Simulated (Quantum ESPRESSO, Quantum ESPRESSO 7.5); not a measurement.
# Notebook: lattice constants of Zr₂Ga with Quantum ESPRESSO

*A first attempt by someone new to these calculations. It holds errors of set-up and of interpretation; a review follows at the end.*

## The question

Zr₂Ga is a tetragonal crystal, so there are two lengths to get right, a and c. The values I compare with come from a printed reference work on crystal structures of intermetallic A2B phases: a = 6.712 Å and c = 5.443 Å. They are compiled values, and the method behind them is not given with them. My starting structure is a diffraction structure (1972, Crystallography Open Database entry 1524521), with a = 6.708 Å and c = 5.437 Å. That is not quite the same cell: a is shorter by 0.004 Å and c by 0.006 Å. Neither the sample nor the temperature is given with the database cell. I will use the reference work for the comparison and the database only as the place to start.

| compared with | measured | source's wording or label | method |
| --- | --- | --- | --- |
| a (Å) | 6.712 | tetragonal a | compiled value, method not stated * |
| c (Å) | 5.443 | tetragonal c | compiled value, method not stated * |
| a (Å) | 6.708 | 6.7080 | diffraction refinement behind the database entry |
| c (Å) | 5.437 | 5.4370 | diffraction refinement behind the database entry |

Where a quantity has several values, deviations refer to the one marked *.

Conditions are those given with the value in the passage it was taken from; "not stated" means there, and the paper may say more elsewhere. The values are a selection: others may have been left out beforehand as unlike or outlying.

## How to go about it

I want to calculate a and c by letting the program relax the cell and the atoms. The model is the perfect crystal with 6 atoms in the primitive cell. I will use PBEsol because I have read that it is meant for solids.

My target is to be within 0.05 Å for both a and c. I picked that because it sounds close; I have no better reason. The plan is to start with something fast, look at the numbers, and change settings if they are off. Once both lengths are inside the target I will stop.

System: Zr2Ga, CuAl2 type (C16), tetragonal; I4/mcm (No. 140), 6 atoms in the primitive cell; the database structure is a diffraction structure: a = 6.708 Å, c = 5.437 Å; structure from the Crystallography Open Database.

On the selection of runs and values: Further runs on this system are not shown.

## 1. A quick first try with one k-point

I am starting with PBEsol and a 1×1×1 k mesh, since a single k-point should finish quickly. The cell is small and the starting structure is already almost the measured one, so I don't see what more k-points would add. I expect a and c to stay about where they are.

**Run 1.** Quantum ESPRESSO 7.5: PBEsol, GBRV ultrasoft potentials, cell and atoms relaxed from the database structure, cutoff 45 Ry (density 360 Ry), 1x1x1 k mesh, Marzari-Vanderbilt smearing 0.14 eV.

Key lines of the input:
```
! potential files: GBRV ultrasoft potentials, made for PBEsol
&control
  calculation = 'vc-relax'
  forc_conv_thr = 2.0d-4
  etot_conv_thr = 1.0d-5
  nstep = 30
/
&system
  nat = 6
  ntyp = 2
  ecutwfc = 45
  ecutrho = 360
  nbnd = 57
  occupations = 'smearing'
  smearing = 'mv'
  degauss = 0.01029
/
&electrons
  conv_thr = 1.0d-8
  electron_maxstep = 60
/
&ions
/
&cell
  press_conv_thr = 0.5
/
ATOMIC_SPECIES
  Zr 91.224 Zr.upf
  Ga 69.723 Ga.upf
[... cell and positions ...]
K_POINTS automatic
  1 1 1 0 0 0
```

Command:
```
OMP_NUM_THREADS=1 mpirun -n 8 pw.x -nk 1 -in relax.in > relax.out
```

Selected lines of the output:
```
     number of k points=     1  Marzari-Vanderbilt smearing, width (Ry)=  0.0103
     new unit-cell volume =    781.25084 a.u.^3 (   115.76943 Ang^3 )
     bfgs converged in  21 scf cycles and  20 bfgs steps
     new unit-cell volume =    781.25084 a.u.^3 (   115.76943 Ang^3 )
          total   stress  (Ry/bohr**3)                   (kbar)     P=       -0.78
```

Converged; 38 s on 8 cores of Arm Neoverse V2, shared host. Warnings: WARNING: bfgs curvature condition failed, Theta= 0.184 (and 9 more like it).

| quantity | run 1 | measured | deviation |
| --- | --- | --- | --- |
| a (Å) | 6.799 | 6.712 | +0.087 (+1.3 %) |
| c (Å) | 5.009 | 5.443 | −0.434 (−8.0 %) |
| conventional cell volume (Å³) | 231.54 |  |  |
| final pressure (GPa) | −0.078 |  |  |

a came out at 6.799 Å, which is 0.087 Å too long, and c at 5.009 Å, which is 0.434 Å too short. Both are outside my 0.05 Å, and c is far out. The output says that bfgs converged and the final pressure is only −0.078 GPa, so I take the calculation itself to be fine. That leaves PBEsol. I suppose it doesn't suit this compound. There were some warnings about a curvature condition, but the run finished, so I went on.

## 2. Changing to LDA

I am swapping PBEsol for LDA, which is the other functional I know by name. The first run took only 38 s, so I am also setting the k mesh to 6×6×6, as in the example inputs I have seen. I expect the new functional to bring c back up towards 5.443 Å.

**Run 2.** Quantum ESPRESSO 7.5: LDA, GBRV ultrasoft potentials, cell and atoms relaxed from the database structure, cutoff 45 Ry (density 360 Ry), 6x6x6 k mesh, Marzari-Vanderbilt smearing 0.14 eV.

Key lines of the input, as changed from run 1:
```diff
- ! potential files: GBRV ultrasoft potentials, made for PBEsol
+ ! potential files: GBRV ultrasoft potentials, made for LDA
  &control
-   nstep = 30
+   nstep = 60
  &electrons
-   electron_maxstep = 60
+   electron_maxstep = 100
+   mixing_beta = 0.4
  K_POINTS automatic
-   1 1 1 0 0 0
+   6 6 6 0 0 0
```

Command:
```
OMP_NUM_THREADS=1 mpirun -n 8 pw.x -nk 8 -in relax.in > relax.out
```

Selected lines of the output:
```
     bfgs converged in   7 scf cycles and   6 bfgs steps
CELL_PARAMETERS (angstrom)
  -3.282487169   3.282487169   2.660375897
```

Converged; took 2.1 min.

| quantity | run 2 | measured | deviation |
| --- | --- | --- | --- |
| a (Å) | 6.565 | 6.712 | −0.147 (−2.2 %) |
| c (Å) | 5.321 | 5.443 | −0.122 (−2.2 %) |
| conventional cell volume (Å³) | 229.32 |  |  |
| final pressure (GPa) | −0.124 |  |  |

With LDA, c is 5.321 Å, much nearer than before, but a has dropped to 6.565 Å. Now both are too short, by 0.147 Å and 0.122 Å, so neither is inside my target. c did come up, as I had hoped, and I put that down to LDA. For a, PBEsol was the better one: it missed by 0.087 Å. So each functional seems to be good for one of the two lengths.

## 3. Back to PBEsol from a larger cell

I am going back to PBEsol because of a, and this time I want to help c along. Since c came out too short with it, I will start from lattice vectors 1.04 times those of the database, so that the relaxation comes down from above and has less chance to end up too small. I am keeping the 6×6×6 mesh and allowing at most 2 ionic steps, because I think the first steps do most of the work. I expect both lengths to land a little above the measured ones.

**Run 3.** Quantum ESPRESSO 7.5: PBEsol, GBRV ultrasoft potentials, cell and atoms relaxed from the database structure, cutoff 45 Ry (density 360 Ry), 6x6x6 k mesh, Marzari-Vanderbilt smearing 0.14 eV; started from lattice vectors 1.04 times the database's, at most 2 ionic steps.

Key lines of the input, as changed from run 2:
```diff
- ! potential files: GBRV ultrasoft potentials, made for LDA
+ ! potential files: GBRV ultrasoft potentials, made for PBEsol
  &control
-   forc_conv_thr = 2.0d-4
-   etot_conv_thr = 1.0d-5
-   nstep = 60
+   nstep = 2
- [... cell and positions ...]
+ CELL_PARAMETERS angstrom
+   -3.48816000 3.48816000 2.82724000
+   3.48816000 -3.48816000 2.82724000
+   3.48816000 3.48816000 -2.82724000
+ [... positions ...]
```

Selected lines of the output:
```
     kinetic-energy cutoff     =      45.0000  Ry
     number of k points=    30  Marzari-Vanderbilt smearing, width (Ry)=  0.0103
          total   stress  (Ry/bohr**3)                   (kbar)     P=     -133.66
     new unit-cell volume =    866.71291 a.u.^3 (   128.43360 Ang^3 )
     estimated scf accuracy    <       0.00000023 Ry
     estimated scf accuracy    <       0.00000002 Ry
     estimated scf accuracy    <          1.4E-09 Ry
          total   stress  (Ry/bohr**3)                   (kbar)     P=      -83.42
     The maximum number of steps has been reached.
     new unit-cell volume =    780.54461 a.u.^3 (   115.66478 Ang^3 )
```

Not converged; took 45 s.

The run stopped with the message that the maximum number of steps had been reached. I had set that maximum myself, so I am not worried by it. The last volume is 115.66 Å³, and the one-k-point run ended at 115.77 Å³. That is almost the same, so I take it that PBEsol is heading for the same cell again, with the short c, and that neither the k mesh nor the larger start makes a difference. The pressure was still −83.42 kbar, but it had come up from −133.66 kbar, so it was going the right way.

## 4. Fewer SCF iterations

I still want a proper a and c from PBEsol, so I am starting from the database cell again and letting the relaxation take more steps. To save time I will cut the SCF iterations to at most 3 instead. The estimated accuracy in the last output was already tiny, so I think most of those iterations are wasted. I expect a near 6.8 Å again, and I hope for a better c.

**Run 4.** Quantum ESPRESSO 7.5: PBEsol, GBRV ultrasoft potentials, cell and atoms relaxed from the database structure, cutoff 45 Ry (density 360 Ry), 6x6x6 k mesh, Marzari-Vanderbilt smearing 0.14 eV; at most 3 SCF iterations.

Key lines of the input, as changed from run 2:
```diff
- ! potential files: GBRV ultrasoft potentials, made for LDA
+ ! potential files: GBRV ultrasoft potentials, made for PBEsol
  &electrons
-   conv_thr = 1.0d-8
-   electron_maxstep = 100
-   mixing_beta = 0.4
+   conv_thr = 1.0d-9
+   electron_maxstep = 3
```

Selected lines of the output:
```
     kinetic-energy cutoff     =      45.0000  Ry
     number of k points=    30  Marzari-Vanderbilt smearing, width (Ry)=  0.0103
     estimated scf accuracy    <       3.05486667 Ry
     estimated scf accuracy    <       2.48341410 Ry
     estimated scf accuracy    <       0.15283659 Ry
     convergence NOT achieved after   3 iterations: stopping
```

Not converged; took 7.5 s.

This one stopped after 7.5 s with "convergence NOT achieved after 3 iterations", so no a or c from it is shown in this report. The estimated accuracy fell from 3.05 Ry to 0.15 Ry in those three iterations, so it was on its way down. I think the program is simply asking for too much before it lets the relaxation begin.

## 5. A looser SCF threshold

I am taking the limit of 3 iterations out again and setting the SCF threshold to 1e-3 Ry, so that the program is satisfied sooner. A thousandth of a Rydberg sounds small enough to me for a length that I only want to within 0.05 Å. I am staying with PBEsol and the database cell, and I expect the relaxation to go through this time and give me both lengths.

**Run 5.** Quantum ESPRESSO 7.5: PBEsol, GBRV ultrasoft potentials, cell and atoms relaxed from the database structure, cutoff 45 Ry (density 360 Ry), 6x6x6 k mesh, Marzari-Vanderbilt smearing 0.14 eV; SCF threshold 1e-3 Ry.

Key lines of the input, as changed from run 1:
```diff
  &electrons
-   conv_thr = 1.0d-8
-   electron_maxstep = 60
+   conv_thr = 1.0d-3
  K_POINTS automatic
-   1 1 1 0 0 0
+   6 6 6 0 0 0
```

Selected lines of the output:
```
Error in routine checkallsym (2):
     not orthogonal operation
```

Ended with an error; took 2.4 min. Warnings: WARNING: bfgs curvature condition failed, Theta= 0.165 (and 4 more like it); WARNING: info= 26 for Hessian.

The run ended after 2.4 min with an error, "not orthogonal operation", and again no a or c is shown in this report. I don't know what that operation is. The axes of a tetragonal cell are at right angles, so I can't see what the program objects to. The curvature warnings were there again, but they were also there in the one-k-point run, and that one finished, so I don't think they matter. My guess is that PBEsol with this many k-points is too difficult for the program.

## 6. A lower cutoff to make it easier

I am putting the SCF threshold back to a small value, because the two runs that finished had one. To make the calculation lighter I will lower the cutoff from 45 Ry to 29 Ry instead. As I understand it, the cutoff is mainly about how fine the picture of the electrons is, and I only want the size of the cell. I am keeping PBEsol and the 6×6×6 mesh. I expect it to finish, with a near 6.8 Å and c still too short. If both lengths come out inside 0.05 Å, I will take them.

**Run 6.** Quantum ESPRESSO 7.5: PBEsol, GBRV ultrasoft potentials, cell and atoms relaxed from the database structure, cutoff 29 Ry (density 232 Ry), 6x6x6 k mesh, Marzari-Vanderbilt smearing 0.14 eV.

Key lines of the input, as changed from run 2:
```diff
- ! potential files: GBRV ultrasoft potentials, made for LDA
+ ! potential files: GBRV ultrasoft potentials, made for PBEsol
  &system
-   ecutwfc = 45
-   ecutrho = 360
+   ecutwfc = 29
+   ecutrho = 232
```

Selected lines of the output:
```
          total   stress  (Ry/bohr**3)                   (kbar)     P=       -0.10
     bfgs converged in   7 scf cycles and   6 bfgs steps
          total   stress  (Ry/bohr**3)                   (kbar)     P=      -18.56
CELL_PARAMETERS (angstrom)
  -3.294277702   3.294277702   2.668748197
```

Converged; took 64 s.

| quantity | run 6 | measured | deviation |
| --- | --- | --- | --- |
| a (Å) | 6.589 | 6.712 | −0.123 (−1.8 %) |
| c (Å) | 5.337 | 5.443 | −0.106 (−1.9 %) |
| conventional cell volume (Å³) | 231.70 |  |  |
| final pressure (GPa) | −1.856 |  |  |

This time it finished, and I have both lengths from PBEsol: a = 6.589 Å and c = 5.337 Å. They are too short by 0.123 Å and 0.106 Å, so I am still outside my target. I had expected a near 6.8 Å, and it is nowhere near that. c is better than in my first run, so the lower cutoff seems to have helped it and spoiled a. The final pressure is −1.856 GPa. I read the minus sign as the cell being squeezed and wanting to be larger, which would fit with both lengths being too short.

## 7. An extra electron to swell the cell

Both lengths now have to grow by about the same amount. I remember from chemistry that a negative ion is larger than the neutral atom, so I am setting the total charge to −1, which adds one electron to the cell. I am also putting the cutoff back to 45 Ry, since a was longer when I used that with PBEsol. I expect a and c both to come out about 0.1 Å longer, which would bring them close to the measured values.

**Run 7.** Quantum ESPRESSO 7.5: PBEsol, GBRV ultrasoft potentials, cell and atoms relaxed from the database structure, cutoff 45 Ry (density 360 Ry), 6x6x6 k mesh, Marzari-Vanderbilt smearing 0.14 eV; total charge -1.

Key lines of the input, as changed from run 1:
```diff
  &system
+   tot_charge = -1
  K_POINTS automatic
-   1 1 1 0 0 0
+   6 6 6 0 0 0
```

Selected lines of the output:
```
     bfgs converged in  10 scf cycles and   9 bfgs steps
          total   stress  (Ry/bohr**3)                   (kbar)     P=        0.60
CELL_PARAMETERS (angstrom)
  -3.549523658   3.549523658   2.841395930
```

Converged; took 3.2 min.

| quantity | run 7 | measured | deviation |
| --- | --- | --- | --- |
| a (Å) | 7.099 | 6.712 | +0.387 (+5.8 %) |
| c (Å) | 5.683 | 5.443 | +0.240 (+4.4 %) |
| conventional cell volume (Å³) | 286.39 |  |  |
| final pressure (GPa) | 0.060 |  |  |

The cell did swell, but far more than I wanted. a is now 7.099 Å and c is 5.683 Å, too long by 0.387 Å and 0.240 Å, where I had expected about 0.1 Å of growth in each. The run converged and the final pressure is only 0.060 GPa, so I take this to be a proper result for PBEsol with the extra electron. The idea seems right to me, and one whole electron was just too much for such a small cell. With less charge I think both lengths would come down to the measured ones.

I am stopping here without an a and c inside my 0.05 Å. Every time I change something the cell goes somewhere else, and I am tired of chasing it.

## The runs side by side

| run | settings | a (Å) | deviation | c (Å) | deviation | cost | status |
| --- | --- | --- | --- | --- | --- | --- | --- |
| 1 | PBEsol, cutoff 45 Ry (density 360 Ry), 1x1x1 k mesh | 6.799 | +0.087 (+1.3 %) | 5.009 | −0.434 (−8.0 %) | 5 core-min |  |
| 2 | LDA, cutoff 45 Ry (density 360 Ry), 6x6x6 k mesh | 6.565 | −0.147 (−2.2 %) | 5.321 | −0.122 (−2.2 %) | 17 core-min |  |
| 3 | PBEsol, cutoff 45 Ry (density 360 Ry), 6x6x6 k mesh, started from lattice vectors 1.04 times the database's, at most 2 ionic steps | – |  | – |  | 6 core-min | not converged |
| 4 | PBEsol, cutoff 45 Ry (density 360 Ry), 6x6x6 k mesh, at most 3 SCF iterations | – |  | – |  | 60 core-s | not converged |
| 5 | PBEsol, cutoff 45 Ry (density 360 Ry), 6x6x6 k mesh, SCF threshold 1e-3 Ry | – |  | – |  | 19 core-min | ended with an error |
| 6 | PBEsol, cutoff 29 Ry (density 232 Ry), 6x6x6 k mesh | 6.589 | −0.123 (−1.8 %) | 5.337 | −0.106 (−1.9 %) | 8.5 core-min |  |
| 7 | PBEsol, cutoff 45 Ry (density 360 Ry), 6x6x6 k mesh, total charge -1 | 7.099 | +0.387 (+5.8 %) | 5.683 | +0.240 (+4.4 %) | 26 core-min |  |
|  | measured | 6.712 |  | 5.443 |  |  |  |

## Closing entry

I did not reach my target. Four of the seven runs gave me an a and a c, and none of those lengths is within 0.05 Å of the measured one. The nearest a is 6.799 Å, from the first PBEsol run with one k-point, and the nearest c is 5.337 Å, from the PBEsol run with the low cutoff. If I have to hand something in, I will write down these two together, since each is the best I got for its length. They are off by 0.087 Å and 0.106 Å.

What I take from this is that PBEsol and LDA are not made for Zr₂Ga. More k-points don't seem worth the time either, because my best a came from the run with a single one. The charge at least moved both lengths in the direction I wanted, so if I ever come back to this I would try a smaller charge and adjust it until a and c fit. For now I am leaving it.

## An expert's review

Further runs made for the review:

| reviewer's run | settings | a (Å) | deviation | c (Å) | deviation | cost |
| --- | --- | --- | --- | --- | --- | --- |
| R1 | PBEsol, GBRV ultrasoft potentials, cutoff 45 Ry (density 360 Ry), 6x6x6 k mesh | 6.628 | −0.084 (−1.2 %) | 5.367 | −0.076 (−1.4 %) | 17 core-min |
| R2 | PBEsol, GBRV ultrasoft potentials, cutoff 61 Ry (density 488 Ry), 6x6x6 k mesh | 6.631 | −0.081 (−1.2 %) | 5.369 | −0.074 (−1.4 %) | 39 core-min |
| R3 | PBEsol, PseudoDojo norm-conserving potentials, cutoff 80 Ry, 6x6x6 k mesh | 6.637 | −0.075 (−1.1 %) | 5.372 | −0.071 (−1.3 %) | 34 core-min |
|  | measured | 6.712 |  | 5.443 |  |  |

Keeping the reference values apart from the starting cell was right, and PBEsol was a reasonable choice. The 0.05 Å target was arbitrary, as the author admits, and tighter than a functional can be relied on to meet. Settings should be converged for their own sake, not changed until the lengths fit.

Run 1 has too few k-points for a small metallic cell, however good the start. With a 6×6×6 mesh, R1 gives a = 6.628 Å and c = 5.367 Å for 17 core-minutes instead of 5. The collapsed c and repeated curvature warnings called for a check. Low pressure doesn't test the mesh, and PBEsol was wrongly blamed.

Run 2 is sound, but the mesh raised c, not LDA: on the same mesh LDA gives c = 5.321 Å, shorter than the 5.367 Å of R1. PBEsol is nearer for both lengths, not just for a.

In run 3, a larger start wouldn't bias a finished relaxation, but two steps left this one unfinished at −83.42 kbar. The last volume is only a proposed next cell and doesn't fix c. It can't show that the mesh is unimportant, and R1 shows the opposite.

Run 4 couldn't converge in three SCF iterations; the tiny error seen earlier was the product of the iterations called wasted. The input also tightened the threshold tenfold, which the text omits. Run 5's threshold was then too loose for reliable stresses. The error means that a symmetry operation no longer fitted the distorted lattice, and the curvature warnings deserved attention. PBEsol with this mesh isn't too difficult: R1 finished for less than run 5's 19 core-minutes.

Run 6 rightly restored a tight threshold, but the cutoff affects stresses and hence the cell. The jump to −1.856 GPa on a fresh basis was the sign, and negative pressure means a pull inward, not a squeezed cell. That pull is the spurious (Pulay) stress of an incomplete basis, which shrinks the cell. The low cutoff didn't help c: at 45 Ry, R1 lengthens a from 6.589 to 6.628 Å and c from 5.337 to 5.367 Å. Raising the cutoff further, to 61 Ry (R2), adds at most 0.003 Å, for 39 core-minutes.

Run 7 rightly restored the 45 Ry cutoff, but for a poor reason: most of the difference in a between runs 1 and 6 came from the mesh, and only a small part from the cutoff. An added electron in a bulk crystal isn't a larger ion: a uniform background cancels its charge, and the pressure loses its meaning, however near zero. The neutral R1 was cheaper. Tuning a smaller charge would only fit the answer.

The closing pair joins lengths from two different flawed cells and describes neither. Run 1's close a is chance; R1 misses by a similar amount on the other side. Neither dismissing k-points nor rejecting both functionals follows.

The sound PBEsol runs R1 to R3 are short by 1.1 to 1.4 % in both lengths, so they too miss the 0.05 Å target. Different potentials (R3) give 6.637 and 5.372 Å, so the cutoff and potentials explain little of the miss. Convergence in the k mesh beyond 6×6×6 and in the smearing width is not shown in this report, and for a metal both need checking before these lengths count as the PBEsol result. The measurement temperature is not given; if, as is likely, it was near room temperature, thermal expansion makes the measured cell larger than a static one, but it should explain only part of the gap. The compiled values come without a method, but the database cell lies close to them, so there is little ground to blame the measurement. The functional is the likely source of the rest, since PBEsol tends to give too short lattices for early transition metals such as zirconium. This is argued, not demonstrated: a PBE relaxation would test it and is not shown in this report.

[Logs are printed without paths, hosts, clocks, repeated set-up lines and the standing remarks that a program may print on its own settings, such as how far it seeks lower states.]

[The runs shown are a pick from a larger set of finished runs; failed, doubtful and other runs were left out of it ahead of writing. So were measured values far from every level or from commonly accepted values, and agreement can look better than it is. Lines of input and output are excerpts and may be shortened.]
